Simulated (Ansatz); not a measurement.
CdF2:

```
CELL_PARAMETERS angstrom
0.00000 2.69400 2.69400
2.69400 0.00000 2.69400
2.69400 2.69400 0.00000
ATOMIC_POSITIONS crystal
Cd 0.00000 0.00000 0.00000
F 0.75000 0.75000 0.75000
F 0.25000 0.25000 0.25000
```

Base run:

```yaml
Program: Ansatz 0.2.0
Functional: RPBE
Potentials_or_basis: Ansatz PAW
Cutoff: "420 eV (not typed: the program's choice for these potentials)"
k_mesh: 5 × 5 × 5
Occupations: fermi-dirac, width 0.05 eV
Spin: no spin polarisation
```

Its results: band gap on the k mesh 3.39 eV, indirect (least direct gap 3.81 eV); pressure 10.3 GPa.

Problem. After a change of settings the same cell gave: band gap on the k mesh 3.02 eV, indirect (least direct gap 3.42 eV); pressure -0.2 GPa. Which change was it?
A. functional from RPBE to LDA
B. functional from RPBE to PBE0
C. functional from RPBE to revPBE
D. functional from RPBE to PBEsol

Solution. D.

PBEsol binds more tightly than RPBE, so the same cell stands under less pressure.

Caveats: the k mesh misses the band edges, so the gap on the mesh is wider than the one along the path; the PAW data sets come from PBE, with cores solved anew for the run's functional, which leaves a small shift of forces and pressure.

Runs at the PBE level aren't shown here.
